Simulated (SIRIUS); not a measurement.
# GaAs (F-43m) in SIRIUS: equation of state, part 2 of 4

SIRIUS 7.12.0. The steps go on from the part before.

### Step 3. Equation of state, PBEsol, 21.69 Å³/atom (volume scaled by 0.96)

Input file sirius.json:

```json
{
  "control": {
    "processing_unit": "cpu",
    "std_evp_solver_name": "lapack",
    "gen_evp_solver_name": "lapack",
    "verbosity": 2,
    "print_forces": false,
    "ortho_rf": true,
    "use_second_variation": true,
    "rmt_max": 3.0,
    "num_bands_to_print": 24,
    "save_wf": true
  },
  "parameters": {
    "electronic_structure_method": "full_potential_lapwlo",
    "xc_functionals": ["XC_GGA_X_PBE_SOL", "XC_GGA_C_PBE_SOL"],
    "core_relativity": "dirac",
    "valence_relativity": "iora",
    "num_fv_states": 29,
    "smearing": "fermi_dirac",
    "smearing_width": 0.0018374661,
    "pw_cutoff": 20,
    "gk_cutoff": 3.77,
    "lmax_apw": 10,
    "lmax_rho": 8,
    "lmax_pot": 8,
    "num_mag_dims": 0,
    "auto_rmt": 0,
    "ngridk": [8, 8, 8],
    "shiftk": [0, 0, 0],
    "num_dft_iter": 80,
    "energy_tol": 1e-07,
    "density_tol": 1e-05,
    "use_symmetry": true
  },
  "settings": {"tol_ne": 1e-10},
  "iterative_solver": {"type": "exact"},
  "mixer": {"type": "anderson", "beta": 0.5, "max_history": 8},
  "unit_cell": {
    "lattice_vectors": [[0.0, 5.2697746302, 5.2697746302], [5.2697746302, 0.0, 5.2697746302], [5.2697746302, 5.2697746302, 0.0]],
    "atom_types": ["As", "Ga"],
    "atom_files": {"As": "As.json", "Ga": "Ga.json"},
    "atoms": {"As": [[0.75, 0.75, 0.75]], "Ga": [[0.0, 0.0, 0.0]]}
  }
}
```

Input file As.json:

```json
{
  "name": "arsenic",
  "symbol": "As",
  "number": 33,
  "mass": 74.9216,
  "rmin": 1e-06,
  "rmt": 2.23,
  "nrmt": 800,
  "rinf": 15.07,
  "core": "1s2s2p",
  "valence": [
    {"basis": [{"enu": 0.0, "dme": 0, "n": 0, "auto": 0}, {"enu": 0.0, "dme": 1, "n": 0, "auto": 0}]},
    {"l": 0, "n": 1, "basis": [{"enu": -0.0214, "dme": 0, "n": 0, "auto": 0}]},
    {"l": 1, "n": 2, "basis": [{"enu": 0.1, "dme": 0, "n": 0, "auto": 0}]},
    {"l": 2, "n": 3, "basis": [{"enu": 0.1, "dme": 0, "n": 0, "auto": 0}]},
    {"l": 3, "n": 4, "basis": [{"enu": 0.1, "dme": 0, "n": 0, "auto": 0}]}
  ],
  "lo": [
    {
      "l": 0,
      "basis": [{"enu": -0.0214, "dme": 0, "n": 0, "auto": 0}, {"enu": -0.0214, "dme": 1, "n": 0, "auto": 0}]
    },
    {
      "l": 0,
      "basis": [{"enu": -0.0214, "dme": 1, "n": 0, "auto": 0}, {"enu": -0.0214, "dme": 2, "n": 0, "auto": 0}]
    },
    {
      "l": 0,
      "basis": [{"enu": -6.6508, "dme": 0, "n": 3, "auto": 1}, {"enu": -6.6508, "dme": 1, "n": 3, "auto": 1}]
    },
    {
      "l": 0,
      "basis": [{"enu": -0.0214, "dme": 0, "n": 0, "auto": 0}, {"enu": 2.3917, "dme": 0, "n": 0, "auto": 0}]
    },
    {"l": 1, "basis": [{"enu": 0.1, "dme": 0, "n": 0, "auto": 0}, {"enu": 0.1, "dme": 1, "n": 0, "auto": 0}]},
    {
      "l": 1,
      "basis": [{"enu": -4.6009, "dme": 0, "n": 3, "auto": 1}, {"enu": -4.6009, "dme": 1, "n": 3, "auto": 1}]
    },
    {"l": 1, "basis": [{"enu": -4.6009, "dme": 1, "n": 3, "auto": 1}, {"enu": 0.1, "dme": 0, "n": 0, "auto": 0}]},
    {"l": 1, "basis": [{"enu": 0.1, "dme": 0, "n": 0, "auto": 0}, {"enu": 3.8001, "dme": 0, "n": 0, "auto": 0}]},
    {"l": 2, "basis": [{"enu": 0.1, "dme": 0, "n": 0, "auto": 0}, {"enu": 0.1, "dme": 1, "n": 0, "auto": 0}]},
    {
      "l": 2,
      "basis": [{"enu": -1.2085, "dme": 0, "n": 3, "auto": 1}, {"enu": -1.2085, "dme": 1, "n": 3, "auto": 1}]
    },
    {"l": 2, "basis": [{"enu": -1.2085, "dme": 1, "n": 3, "auto": 1}, {"enu": 0.1, "dme": 0, "n": 0, "auto": 0}]},
    {"l": 2, "basis": [{"enu": 0.1, "dme": 0, "n": 0, "auto": 0}, {"enu": 4.2827, "dme": 0, "n": 0, "auto": 0}]},
    {"l": 3, "basis": [{"enu": 0.1, "dme": 0, "n": 0, "auto": 0}, {"enu": 0.1, "dme": 1, "n": 0, "auto": 0}]},
    {"l": 3, "basis": [{"enu": 0.1, "dme": 0, "n": 0, "auto": 0}, {"enu": 3.599, "dme": 0, "n": 0, "auto": 0}]}
  ],
  "free_atom": [... radial grid and density of the free atom, the start of the SCF ...]
}
```

Input file Ga.json:

```json
{
  "name": "gallium",
  "symbol": "Ga",
  "number": 31,
  "mass": 69.723,
  "rmin": 1e-06,
  "rmt": 2.23,
  "nrmt": 800,
  "rinf": 19.67,
  "core": "1s2s2p",
  "valence": [
    {"basis": [{"enu": 0.0, "dme": 0, "n": 0, "auto": 0}, {"enu": 0.0, "dme": 1, "n": 0, "auto": 0}]},
    {"l": 0, "n": 1, "basis": [{"enu": 0.0321, "dme": 0, "n": 0, "auto": 0}]},
    {"l": 1, "n": 2, "basis": [{"enu": 0.1, "dme": 0, "n": 0, "auto": 0}]},
    {"l": 2, "n": 3, "basis": [{"enu": 0.1, "dme": 0, "n": 0, "auto": 0}]},
    {"l": 3, "n": 4, "basis": [{"enu": 0.1, "dme": 0, "n": 0, "auto": 0}]}
  ],
  "lo": [
    {
      "l": 0,
      "basis": [{"enu": 0.0321, "dme": 0, "n": 0, "auto": 0}, {"enu": 0.0321, "dme": 1, "n": 0, "auto": 0}]
    },
    {
      "l": 0,
      "basis": [{"enu": -5.2043, "dme": 0, "n": 3, "auto": 1}, {"enu": -5.2043, "dme": 1, "n": 3, "auto": 1}]
    },
    {
      "l": 0,
      "basis": [{"enu": -5.2043, "dme": 1, "n": 3, "auto": 1}, {"enu": 0.0321, "dme": 0, "n": 0, "auto": 0}]
    },
    {
      "l": 0,
      "basis": [{"enu": 0.0321, "dme": 0, "n": 0, "auto": 0}, {"enu": 3.2495, "dme": 0, "n": 0, "auto": 0}]
    },
    {"l": 1, "basis": [{"enu": 0.1, "dme": 0, "n": 0, "auto": 0}, {"enu": 0.1, "dme": 1, "n": 0, "auto": 0}]},
    {
      "l": 1,
      "basis": [{"enu": -3.4208, "dme": 0, "n": 3, "auto": 1}, {"enu": -3.4208, "dme": 1, "n": 3, "auto": 1}]
    },
    {"l": 1, "basis": [{"enu": -3.4208, "dme": 1, "n": 3, "auto": 1}, {"enu": 0.1, "dme": 0, "n": 0, "auto": 0}]},
    {"l": 1, "basis": [{"enu": 0.1, "dme": 0, "n": 0, "auto": 0}, {"enu": 3.8001, "dme": 0, "n": 0, "auto": 0}]},
    {"l": 2, "basis": [{"enu": 0.1, "dme": 0, "n": 0, "auto": 0}, {"enu": 0.1, "dme": 1, "n": 0, "auto": 0}]},
    {
      "l": 2,
      "basis": [{"enu": -0.5141, "dme": 0, "n": 3, "auto": 1}, {"enu": -0.5141, "dme": 1, "n": 3, "auto": 1}]
    },
    {"l": 2, "basis": [{"enu": -0.5141, "dme": 1, "n": 3, "auto": 1}, {"enu": 0.1, "dme": 0, "n": 0, "auto": 0}]},
    {"l": 2, "basis": [{"enu": 0.1, "dme": 0, "n": 0, "auto": 0}, {"enu": 4.2827, "dme": 0, "n": 0, "auto": 0}]},
    {"l": 3, "basis": [{"enu": 0.1, "dme": 0, "n": 0, "auto": 0}, {"enu": 0.1, "dme": 1, "n": 0, "auto": 0}]},
    {"l": 3, "basis": [{"enu": 0.1, "dme": 0, "n": 0, "auto": 0}, {"enu": 3.599, "dme": 0, "n": 0, "auto": 0}]}
  ],
  "free_atom": [... radial grid and density of the free atom, the start of the SCF ...]
}
```

Input file sirius_start.json:

```json
{
  "control": {
    "processing_unit": "cpu",
    "std_evp_solver_name": "lapack",
    "gen_evp_solver_name": "lapack",
    "verbosity": 1,
    "print_forces": false,
    "ortho_rf": true,
    "use_second_variation": true,
    "rmt_max": 3.0,
    "num_bands_to_print": 24,
    "save_wf": false
  },
  "parameters": {
    "electronic_structure_method": "full_potential_lapwlo",
    "xc_functionals": ["XC_LDA_X", "XC_LDA_C_PW"],
    "core_relativity": "dirac",
    "valence_relativity": "iora",
    "num_fv_states": 29,
    "smearing": "fermi_dirac",
    "smearing_width": 0.0055123983,
    "pw_cutoff": 20,
    "gk_cutoff": 3.01,
    "lmax_apw": 10,
    "lmax_rho": 8,
    "lmax_pot": 8,
    "num_mag_dims": 0,
    "auto_rmt": 0,
    "ngridk": [3, 3, 3],
    "shiftk": [0, 0, 0],
    "num_dft_iter": 30,
    "energy_tol": 0.01,
    "density_tol": 0.05,
    "use_symmetry": true
  },
  "settings": {"tol_ne": 1e-10},
  "iterative_solver": {"type": "exact"},
  "mixer": {"type": "anderson", "beta": 0.5, "max_history": 8},
  "unit_cell": {
    "lattice_vectors": [[0.0, 5.2697746302, 5.2697746302], [5.2697746302, 0.0, 5.2697746302], [5.2697746302, 5.2697746302, 0.0]],
    "atom_types": ["As", "Ga"],
    "atom_files": {"As": "As.json", "Ga": "Ga.json"},
    "atoms": {"As": [[0.75, 0.75, 0.75]], "Ga": [[0.0, 0.0, 0.0]]}
  }
}
```

Potentials or basis: all-electron FP-LAPW, apw+lo standard.

The run is started by

```sh
$ OMP_NUM_THREADS=1 sirius.scf --input=sirius_start.json --output=start.json
$ OMP_NUM_THREADS=1 sirius.scf --input=sirius.json --output=output.json --task=1
```

Wall time 57 s (1 thread of Arm Neoverse V1, shared host); peak memory 0.45 GiB.

The run converged. Its results:

```
Free energy                                       : -114346.9016 eV
Band gap on the k mesh                            : 0.75 eV, direct
All electrons inside the program's atomic spheres : As 31.13; Ga 29.40 (radii As 2.23, Ga 2.23 bohr)
```

(Continued in part 3 of 4.)
